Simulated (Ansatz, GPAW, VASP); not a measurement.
KCl: programs and potentials compared

```
K Cl
1.0
     0.00000    3.14647    3.14647
     3.14647    0.00000    3.14647
     3.14647    3.14647    0.00000
K Cl
1 1
Direct
  0.00000 0.00000 0.00000
  0.50000 0.50000 0.50000
```

Alike in all runs: task single point; functional RPBE; k mesh 7 × 7 × 7; occupations gaussian, width 0.1 eV; no spin polarisation; no spin-orbit coupling. Pressure is positive in compression and, in plane waves, holds the error of the finite cutoff, which Ansatz's Pulay term estimates and takes out.

```csv
program and potentials,plane-wave cutoff (eV),notes,pressure (GPa)
"Ansatz, Ansatz PAW",420,"potentials made for PBE, which Ansatz adapts in part",2.36
"GPAW, the program's PAW data sets (release 1.2.1) made for this functional",600,-,2.29
"VASP, PBE PAW files Cl, K_sv, release 54, 520 eV",520,potentials made for PBE,?
```

Task: Estimate from the other rows what the run with VASP, PBE PAW files Cl, K_sv, release 54, 520 eV gave.

Result: Pressure 2.38 GPa. The other rows, which needn't bracket it: pressure 2.29 to 2.36.
